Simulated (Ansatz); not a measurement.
# HfO2: the cost of one run

Computed with Ansatz 0.2.0 (DFT, PBE, plane-wave PAW, default files, scalar-relativistic, as far as a step names no other, unless a step's input says otherwise).

### 1 The starting structure

It takes space group Pbca (No. 61, orthorhombic). Conventional cell: a = 5.060 Å, b = 10.017 Å, c = 5.228 Å, α = 90.00°, β = 90.00°, γ = 90.00°. Hf (site symmetry 1) has 7 O at 2.06 to 2.21 Å as nearest neighbours. Around O (site symmetry 1) lie 3 Hf at 2.06 to 2.18 Å. O (site symmetry 1) is surrounded by 4 Hf at 2.12 to 2.21 Å.

Coordinates:

```
Hf O
1.0
     5.05980    0.00000    0.00000
     0.00000   10.01720    0.00000
     0.00000    0.00000    5.22760
Hf O
8 16
Direct
  0.74660 0.88410 0.96560
  0.24660 0.61590 0.03440
  0.25340 0.38410 0.53440
  0.75340 0.11590 0.46560
  0.25340 0.11590 0.03440
  0.75340 0.38410 0.96560
  0.74660 0.61590 0.46560
  0.24660 0.88410 0.53440
  0.86200 0.79600 0.62000
  0.36200 0.70400 0.38000
  0.13800 0.29600 0.88000
  0.63800 0.20400 0.12000
  0.13800 0.20400 0.38000
  0.63800 0.29600 0.62000
  0.86200 0.70400 0.12000
  0.36200 0.79600 0.88000
  0.51000 0.97700 0.25000
  0.01000 0.52300 0.75000
  0.49000 0.47700 0.25000
  0.99000 0.02300 0.75000
  0.49000 0.02300 0.75000
  0.99000 0.47700 0.25000
  0.51000 0.52300 0.75000
  0.01000 0.97700 0.25000
```

The earlier run gave: gap on the mesh 4.36 eV, largest force 1.325 eV/Å, pressure 5.2 GPa.

Site by site (atoms counted from 1):

| site | atoms | first shell | V_zz (10²¹ V/m²) | η | C_Q (MHz) |
| --- | --- | --- | --- | --- | --- |
| Hf | 1, 2, 3, 4, … | 7 O at 2.06–2.21 Å | 14.60 | 0.46 | 1188 (¹⁷⁷Hf) |
| O9 | 9, 10, 11, 12, … | 3 Hf at 2.06–2.18 Å; also 2 Hf at 3.27–3.35 Å | -2.92 | 0.81 | 1.81 (¹⁷O) |
| O17 | 17, 18, 19, 20, … | 4 Hf at 2.12–2.21 Å | -1.65 | 0.74 | 1.02 (¹⁷O) |

V_zz is the principal component of the electric field gradient with the largest magnitude, η = (V_xx − V_yy)/V_zz and C_Q = eQV_zz/h. Nuclear quadrupole moments: year-2017 set (Pyykkö).

### 2 Ions relaxed at fixed cell

Contents of input.yaml:

```yaml
crystal:
  lattice:
    - [5.0598, 0.0, 0.0]
    - [0.0, 10.0172, 0.0]
    - [0.0, 0.0, 5.2276]
  atoms:
    - { symbol: Hf, position: [0.7466, 0.8841, 0.9656] }
    - { symbol: Hf, position: [0.2466, 0.6159, 0.0344] }
    - { symbol: Hf, position: [0.2534, 0.3841, 0.5344] }
    - { symbol: Hf, position: [0.7534, 0.1159, 0.4656] }
    - { symbol: Hf, position: [0.2534, 0.1159, 0.0344] }
    - { symbol: Hf, position: [0.7534, 0.3841, 0.9656] }
    - { symbol: Hf, position: [0.7466, 0.6159, 0.4656] }
    - { symbol: Hf, position: [0.2466, 0.8841, 0.5344] }
    - { symbol: O, position: [0.862, 0.796, 0.62] }
    - { symbol: O, position: [0.362, 0.704, 0.38] }
    - { symbol: O, position: [0.138, 0.296, 0.88] }
    - { symbol: O, position: [0.638, 0.204, 0.12] }
    - { symbol: O, position: [0.138, 0.204, 0.38] }
    - { symbol: O, position: [0.638, 0.296, 0.62] }
    - { symbol: O, position: [0.862, 0.704, 0.12] }
    - { symbol: O, position: [0.362, 0.796, 0.88] }
    - { symbol: O, position: [0.51, 0.977, 0.25] }
    - { symbol: O, position: [0.01, 0.523, 0.75] }
    - { symbol: O, position: [0.49, 0.477, 0.25] }
    - { symbol: O, position: [0.99, 0.023, 0.75] }
    - { symbol: O, position: [0.49, 0.023, 0.75] }
    - { symbol: O, position: [0.99, 0.477, 0.25] }
    - { symbol: O, position: [0.51, 0.523, 0.75] }
    - { symbol: O, position: [0.01, 0.977, 0.25] }
kpoints:
  mp_grid: { grid: [5, 3, 5] }
scf:
  occupations: { method: fermi_dirac, width: 0.02 }
hamiltonian:
  xc: pbe
  pseudopotentials: { kind: paw }
output:
  forces: true
  stress: true
  populations: true
  efg:
    quadrupole_moments_barn: { Hf: 3.365, O: -0.02558 }
    contact_densities: true
  write_density: true
  write_potential: true
  elf: true
  volumetric_format: npy
relax:
  f_tol: 0.02
  max_steps: 60
```

Started as:

```sh
$ ansatz run input.yaml --threads 4 --pin off --max-ram 8192MiB --backend cpu --events-out ev --progress --plain --runs-dir out
```

Q: Estimate wall time and peak memory on 4 threads of AMD EPYC 9R45 (Zen 5), shared host.

About 38 s, with a peak of 1.7 GiB.
